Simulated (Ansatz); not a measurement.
## A computed series for RbBr: response to strain

The parent structure is RbBr in the rock salt structure (space group Fm-3m, No. 225; a = 6.843 Å).

Strains are applied to the cell and any free atomic positions relax.

Method: Ansatz (a program for electronic structure) PBEsol, no spin-orbit coupling.

Notes on the quantities. energy relative to the base: free energy F.

```
change                    energy relative to the base   pressure  volume per atom
------------------------  ---------------------------  ---------  ---------------
base                                       0 meV/atom   0.1 kbar         40.06 Å³
isotropic strain −3.00 %                 +16 meV/atom  16.2 kbar         36.56 Å³
isotropic strain −2.00 %                +6.9 meV/atom   9.9 kbar         37.70 Å³
isotropic strain −1.50 %                +3.8 meV/atom   7.2 kbar         38.28 Å³
isotropic strain −1.00 %                +1.7 meV/atom   4.6 kbar         38.87 Å³
isotropic strain +0.50 %                +0.4 meV/atom  -1.9 kbar         40.66 Å³
isotropic strain +1.00 %                +1.4 meV/atom  -3.8 kbar         41.27 Å³
isotropic strain +1.50 %                            ?  -5.5 kbar         41.89 Å³
isotropic strain +2.00 %                +5.7 meV/atom          ?         42.51 Å³
isotropic strain +3.00 %                 +12 meV/atom  -9.8 kbar         43.77 Å³
```

**Question.** Some entries are withheld; estimate them.

**Answer.** 
- isotropic strain +1.50 %, energy relative to the base: +3.2 meV/atom
- isotropic strain +2.00 %, pressure: -7.0 kbar

Whether these cells are dynamically stable was not tested.
